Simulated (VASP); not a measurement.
# CaO in VASP: one cell, several levels of theory, part 1 of 2

What does VASP give for CaO (rocksalt), under -5.0 % equal strain in all directions, the cell held fixed? Runs: PBE, r2SCAN. The results are then set beside those of Ansatz 0.2.0 for the same cell.

Code: VASP 6.6.1. PAW datasets, plane waves. Computed at 0 K without zero-point motion; spin polarisation is off.

### 1 The structure to begin with

The cell comes from an earlier relaxation with r2SCAN in another program.

Space group Fm-3m (No. 225), cubic; a = 4.555 Å in the conventional setting, 11.82 Å³ an atom. Ca has 6 O at 2.28 Å; O has 6 Ca at 2.28 Å.

As a file:

```cif
data_structure
_symmetry_space_group_name_H-M 'Fm-3m'
_symmetry_Int_Tables_number 225
_cell_length_a 4.5553
_cell_length_b 4.5553
_cell_length_c 4.5553
_cell_angle_alpha 90.000
_cell_angle_beta 90.000
_cell_angle_gamma 90.000
_cell_volume 94.53
loop_
_atom_site_label
_atom_site_type_symbol
_atom_site_symmetry_multiplicity
_atom_site_Wyckoff_symbol
_atom_site_fract_x
_atom_site_fract_y
_atom_site_fract_z
_atom_site_occupancy
Ca1 Ca 4 a 0.00000 0.00000 0.00000 1
O1 O 4 b 0.50000 0.00000 0.00000 1
```

### 2 Single point with PBE

The input, INCAR:

```
ENCUT = 520.000000
SIGMA = 0.020000
EDIFF = 1.00e-07
GGA = PE
PREC = Accurate
IBRION = -1
ISIF = 2
ISMEAR = -1
NBANDS = 15
NELM = 120
NSW = 0
LASPH = .TRUE.
LCHARG = .TRUE.
LELF = .TRUE.
LWAVE = .FALSE.
LREAL = .FALSE.
```

The input, KPOINTS:

```
KPOINTS created by Atomic Simulation Environment
0
Gamma
10 10 10
0 0 0
```

The input, KPOINTS_OPT:

```
special points
7
Reciprocal
0.0000000000 0.0000000000 0.0000000000 1
0.5000000000 0.0000000000 0.5000000000 1
0.6250000000 0.2500000000 0.6250000000 1
0.3750000000 0.3750000000 0.7500000000 1
0.5000000000 0.5000000000 0.5000000000 1
0.5000000000 0.2500000000 0.7500000000 1
0.0000000000 0.5000000000 0.5000000000 1
```

The input, POSCAR:

```
Ca O
 1.0000000000000000
     0.0000000000000000    2.2776726047000002    2.2776726047000002
     2.2776726047000002    0.0000000000000000    2.2776726047000002
     2.2776726047000002    2.2776726047000002    0.0000000000000000
 Ca  O
   1   1
Cartesian
  0.0000000000000000  0.0000000000000000  0.0000000000000000
  2.2776726047000002  2.2776726047000002  2.2776726047000002
```

The run uses the recommended PBE PAW datasets (16 valence electrons a neutral cell).

Launch:

```console
$ mpirun -np 1 vasp_std
```

Printed to the terminal (iteration lines stand in OSZICAR):

```text
POSCAR found type information on POSCAR CaO
 POSCAR found :  2 types and       2 ions
 LDA part: xc-table for (Slater+PW92), standard interpolation
 POSCAR, INCAR and KPOINTS ok, starting setup
 FFT: planning ... GRIDC
 FFT: planning ... GRID_SOFT
 FFT: planning ... GRID
 WAVECAR not read
 entering main loop
 Start KPOINTS_OPT (optional k-point list driver)
k-point batch [1-7\7]
```

OSZICAR:

```text
N       E                     dE             d eps       ncg     rms          rms(c)
DAV:   1     0.126180988976E+03    0.12618E+03   -0.86090E+03  1410   0.112E+03
DAV:   2    -0.934546573898E+01   -0.13553E+03   -0.12630E+03  1775   0.299E+02
DAV:   3    -0.141107915906E+02   -0.47653E+01   -0.47391E+01  1557   0.588E+01
DAV:   4    -0.142240359613E+02   -0.11324E+00   -0.11316E+00  2032   0.811E+00
DAV:   5    -0.142258410857E+02   -0.18051E-02   -0.18049E-02  1558   0.904E-01    0.870E+00
DAV:   6    -0.124968741840E+02    0.17290E+01   -0.46577E+00  1635   0.226E+01    0.320E+00
DAV:   7    -0.124505412085E+02    0.46333E-01   -0.36717E-01  1677   0.660E+00    0.174E+00
DAV:   8    -0.124469878756E+02    0.35533E-02   -0.69364E-02  1867   0.280E+00    0.416E-01
DAV:   9    -0.124450196979E+02    0.19682E-02   -0.51270E-03  1488   0.720E-01    0.105E-01
DAV:  10    -0.124455673408E+02   -0.54764E-03   -0.67322E-04  1641   0.260E-01    0.406E-02
DAV:  11    -0.124455352614E+02    0.32079E-04   -0.81892E-05  1727   0.106E-01    0.123E-02
DAV:  12    -0.124455338972E+02    0.13642E-05   -0.98390E-06  1620   0.389E-02    0.138E-03
DAV:  13    -0.124455338554E+02    0.41816E-07   -0.83111E-07  1711   0.821E-03
   1 F= -.12445534E+02 E0= -.12445534E+02  d E =-.240163E-10
       N       E                     dE             ncg
DAV:   1     0.590225494667E+03   -0.45304E+04      210
DAV:   2    -0.330029823167E+03   -0.92026E+03      245
DAV:   3    -0.359286613011E+03   -0.29257E+02      259
DAV:   4    -0.360068191799E+03   -0.78158E+00      270
DAV:   5    -0.360080420319E+03   -0.12229E-01      266
DAV:   6    -0.360080756189E+03   -0.33587E-03      246
DAV:   7    -0.360080763265E+03   -0.70762E-05      251
DAV:   8    -0.360080763452E+03   -0.18671E-06      206
DAV:   9    -0.360080763458E+03   -0.63392E-08      189
```

The lines after F= are the extra pass for the points of KPOINTS_OPT, at fixed density; their E is not a total energy.

OUTCAR, selected sections:

```text
k-points           NKPTS =     47   k-points in BZ     NKDIM =     47   number of bands    NBANDS=     15

   NELECT =      16.0000    total number of electrons

   dimension x,y,z NGX =    24 NGY =   24 NGZ =   24
   dimension x,y,z NGXF=    48 NGYF=   48 NGZF=   48

  energy-cutoff  :      520.00
  volume of cell :       23.63
      direct lattice vectors                 reciprocal lattice vectors
     0.000000000  2.277672605  2.277672605    -0.219522331  0.219522331  0.219522331
     2.277672605  0.000000000  2.277672605     0.219522331 -0.219522331  0.219522331
     2.277672605  2.277672605  0.000000000     0.219522331  0.219522331 -0.219522331

 k-points in reciprocal lattice and weights: KPOINTS created by Atomic Simulation Env
   0.00000000  0.00000000  0.00000000       0.001
   0.10000000  0.00000000  0.00000000       0.008
   0.20000000  0.00000000  0.00000000       0.008
   0.30000000  0.00000000  0.00000000       0.008
   0.40000000  0.00000000  0.00000000       0.008
   0.50000000  0.00000000  0.00000000       0.004
   0.10000000  0.10000000  0.00000000       0.006
   0.20000000  0.10000000  0.00000000       0.024
[... 39 more k-points ...]

 E-fermi :   3.7233

 k-point     1 :       0.0000    0.0000    0.0000
  band No.  band energies     occupation
      1     -33.6900      2.00000
      2     -14.2879      2.00000
      3     -14.2879      2.00000
      4     -14.2879      2.00000
      5     -12.4948      2.00000
      6       3.3545      2.00000
      7       3.3545      2.00000
      8       3.3545      2.00000
      9       9.5042      0.00000
     10       9.9322      0.00000
     11       9.9322      0.00000
     12       9.9322      0.00000
     13      11.7389      0.00000
     14      11.7389      0.00000
     15      19.4320      0.00000

 k-point     2 :       0.1000    0.0000    0.0000
  band No.  band energies     occupation
      1     -33.6705      2.00000
      2     -14.6243      2.00000
      3     -14.2955      2.00000
      4     -14.2955      2.00000
      5     -12.1608      2.00000
      6       2.9606      2.00000
      7       3.1668      2.00000
      8       3.1668      2.00000
      9       9.8775      0.00000
     10      10.0098      0.00000
     11      10.1412      0.00000
     12      10.1412      0.00000
     13      12.0549      0.00000
     14      12.0549      0.00000
     15      19.9553      0.00000

 k-point     3 :       0.2000    0.0000    0.0000
  band No.  band energies     occupation
      1     -33.6188      2.00000
      2     -15.2397      2.00000
      3     -14.3153      2.00000
      4     -14.3153      2.00000
      5     -11.5499      2.00000
      6       2.0880      2.00000
      7       2.7244      2.00000
      8       2.7244      2.00000
      9       9.9430      0.00000
     10      10.7198      0.00000
     11      10.7198      0.00000
     12      11.1196      0.00000
     13      12.8639      0.00000
     14      12.8639      0.00000
     15      20.8922      0.00000

 k-point     4 :       0.3000    0.0000    0.0000
  band No.  band energies     occupation
      1     -33.5539      2.00000
      2     -15.7993      2.00000
      3     -14.3393      2.00000
      4     -14.3393      2.00000
      5     -10.9921      2.00000
      6       1.1886      2.00000
      7       2.2495      2.00000
      8       2.2495      2.00000
      9      10.2746      0.00000
     10      11.5233      0.00000
     11      11.5233      0.00000
     12      12.3124      0.00000
     13      13.8741      0.00000
     14      13.8741      0.00000
     15      20.8114      0.00000

 k-point     5 :       0.4000    0.0000    0.0000
  band No.  band energies     occupation
      1     -33.5007      2.00000
      2     -16.1763      2.00000
      3     -14.3585      2.00000
      4     -14.3585      2.00000
      5     -10.6130      2.00000
      6       0.5444      2.00000
      7       1.9072      2.00000
      8       1.9072      2.00000
      9      10.8317      0.00000
     10      12.2747      0.00000
     11      12.2747      0.00000
     12      13.0330      0.00000
     13      14.7777      0.00000
     14      14.7777      0.00000
     15      20.1385      0.00000

 k-point     6 :       0.5000    0.0000    0.0000
  band No.  band energies     occupation
      1     -33.4801      2.00000
      2     -16.3086      2.00000
      3     -14.3657      2.00000
      4     -14.3657      2.00000
      5     -10.4786      2.00000
      6       0.3120      2.00000
      7       1.7844      2.00000
      8       1.7844      2.00000
      9      11.1685      0.00000
     10      12.5928      0.00000
     11      12.5928      0.00000
     12      13.1638      0.00000
     13      15.1797      0.00000
     14      15.1797      0.00000
     15      19.8950      0.00000

 k-point     7 :       0.1000    0.1000    0.0000
  band No.  band energies     occupation
      1     -33.6640      2.00000
      2     -14.6524      2.00000
      3     -14.3252      2.00000
      4     -14.3252      2.00000
      5     -12.0905      2.00000
      6       2.6394      2.00000
      7       3.2621      2.00000
      8       3.2621      2.00000
      9       9.5030      0.00000
     10      10.0221      0.00000
     11      10.3986      0.00000
     12      10.3986      0.00000
     13      11.8589      0.00000
     14      12.4751      0.00000
     15      20.1382      0.00000

 k-point     8 :       0.2000    0.1000    0.0000
  band No.  band energies     occupation
      1     -33.6232      2.00000
      2     -15.0918      2.00000
      3     -14.3627      2.00000
      4     -14.3403      2.00000
      5     -11.6651      2.00000
      6       2.0045      2.00000
      7       2.9434      2.00000
      8       3.0264      2.00000
      9       9.2985      0.00000
     10      10.7487      0.00000
     11      10.9067      0.00000
     12      10.9903      0.00000
     13      12.2745      0.00000
     14      13.3289      0.00000
     15      20.9956      0.00000

 k-point     9 :       0.3000    0.1000    0.0000
  band No.  band energies     occupation
      1     -33.5630      2.00000
      2     -15.6092      2.00000
      3     -14.3937      2.00000
      4     -14.3622      2.00000
      5     -11.1864      2.00000
      6       1.3596      2.00000
      7       2.3975      2.00000
      8       2.6000      2.00000
      9       9.5143      0.00000
     10      11.4965      0.00000
     11      11.7666      0.00000
     12      11.9090      0.00000
     13      13.1382      0.00000
     14      14.2661      0.00000
     15      21.1894      0.00000

 k-point    10 :       0.4000    0.1000    0.0000
  band No.  band energies     occupation
      1     -33.5060      2.00000
      2     -16.0110      2.00000
      3     -14.4064      2.00000
      4     -14.4008      2.00000
      5     -10.8139      2.00000
      6       0.8249      2.00000
      7       1.9799      2.00000
      8       2.1775      2.00000
      9      10.1258      0.00000
     10      11.9284      0.00000
     11      12.4545      0.00000
     12      13.0602      0.00000
     13      14.1689      0.00000
     14      15.0314      0.00000
     15      20.3512      0.00000

 k-point    11 :       0.5000    0.1000    0.0000
  band No.  band energies     occupation
      1     -33.4745      2.00000
      2     -16.2108      2.00000
      3     -14.4414      2.00000
      4     -14.3962      2.00000
      5     -10.6210      2.00000
      6       0.5250      2.00000
      7       1.8410      2.00000
      8       1.8972      2.00000
      9      10.9071      0.00000
     10      11.8621      0.00000
     11      12.7012      0.00000
     12      13.7257      0.00000
     13      14.9777      0.00000
     14      15.4480      0.00000
     15      19.8008      0.00000

 k-point    12 :      -0.4000    0.1000    0.0000
  band No.  band energies     occupation
      1     -33.4812      2.00000
      2     -16.1735      2.00000
      3     -14.4667      2.00000
      4     -14.3670      2.00000
      5     -10.6425      2.00000
      6       0.5612      2.00000
      7       1.8306      2.00000
      8       1.9820      2.00000
      9      10.9064      0.00000
     10      11.9213      0.00000
     11      12.3398      0.00000
     12      13.5673      0.00000
     13      15.1193      0.00000
     14      15.2037      0.00000
     15      19.9096      0.00000

[... the tables of k-points 13 to 47 left out ...]

  Total        4.1971910      4.1971910      4.1971910      0.0000000     -0.0000000      0.0000000
  in kB      284.5544813    284.5544813    284.5544813      0.0000000     -0.0000000      0.0000000
  external PRESSURE =     284.5544813 kB  Pullay stress =       0.0000000 kB

 POSITION                                       TOTAL-FORCE (eV/Angst)
 -----------------------------------------------------------------------------------
      0.00000      0.00000      0.00000         0.000000      0.000000      0.000000
      2.27767      2.27767      2.27767        -0.000000     -0.000000     -0.000000
 -----------------------------------------------------------------------------------
    total drift:                                0.000000     -0.000000     -0.000000

  FREE ENERGIE OF THE ION-ELECTRON SYSTEM (eV)
  ---------------------------------------------------
  free  energy   TOTEN  =       -12.4455338554 eV

  energy  without entropy=      -12.4455338554  energy(sigma->0) =      -12.44553386
```

Hardware: 1 MPI rank of Intel Xeon Platinum 8488C, shared host.

The levels at the points of KPOINTS_OPT are read from vasprun.xml.

Near the gap, in eV above the top of the last filled band v; c is the band after it:

| point | v−1 | v | c | c+1 |
| --- | --- | --- | --- | --- |
| Γ | 0.00 | 0.00 | 6.15 | 6.58 |
| X | -0.31 | -0.31 | 3.52 | 9.31 |
| U | -1.13 | -0.92 | 5.37 | 8.85 |
| K | -1.13 | -0.92 | 5.37 | 8.85 |
| L | -1.57 | -1.57 | 7.81 | 9.24 |
| W | -1.02 | -1.02 | 6.79 | 6.79 |

Gap with PBE: 3.52 eV, valence top at Γ, conduction bottom at (0.50, 0.50, 0.00). Least direct gap: 3.83 eV. Pressure: 28.46 GPa; the forces vanish within 0.01 eV/Å.

The maps below are laid out on this run's own conventional cell (a, b, c = 4.555, 4.555, 4.555 Å).

Density in a lattice plane of the grid's cell (edges 4.56 and 4.56 Å, at 0.000 of the third edge), which holds Ca and O.

Ten even steps from '0' (0.09 e/Å³) to '9' (8.09 e/Å³):
```
765310000247874200001356
543100000123432100000134
221000000001110000000012
000000000000000000000000
000000000000000000000000
000000000000000000000000
110000000012221000000001
432100000134543100000123
874200001356765310000247
985210001367876310001258
874200001356765310000247
432100000134543100000123
110000000012221000000001
000000000000000000000000
000000000000000000000000
000000000000000000000000
221000000001110000000012
543100000123432100000134
765310000247874200001356
876310001258985210001367
```
Columns run along the first of these edges and rows up along the second, over one cell in 24 and 20 even steps from the bottom left corner. Atoms in the plane (fractional): Ca at (0.00, 0.00), Ca at (0.50, 0.50), O at (0.00, 0.50), O at (0.50, 0.00).

ELF in the same plane.

Ten even steps from '0' (0.04) to '9' (0.82):
```
678873148997679984137887
888851148999999984025888
887620036899999863002678
443100013455555431000134
111000000011111000000011
555431000134443100013455
999863002678887620036899
999984115888888852048999
679984137887678873148997
358984137876567873148985
679984137887678873148997
999984025888888851148999
999863002678887620036899
555431000134443100013455
111000000011111000000011
443100013455555431000134
887620036899999863002678
888852048999999984115888
678873148997679984137887
567873148985358984137876
```
Columns run along the first of these edges and rows up along the second, over one cell in 24 and 20 even steps from the bottom left corner. Atoms in the plane (fractional): Ca at (0.00, 0.00), Ca at (0.50, 0.50), O at (0.00, 0.50), O at (0.50, 0.00).

Both are smooth fields of the valence electrons: close to the nuclei they are not physical.

Maxima of ELF outside the ion cores: 0.83 in the shell around O, 0.6 Å from O.

(Continued in part 2 of 2.)
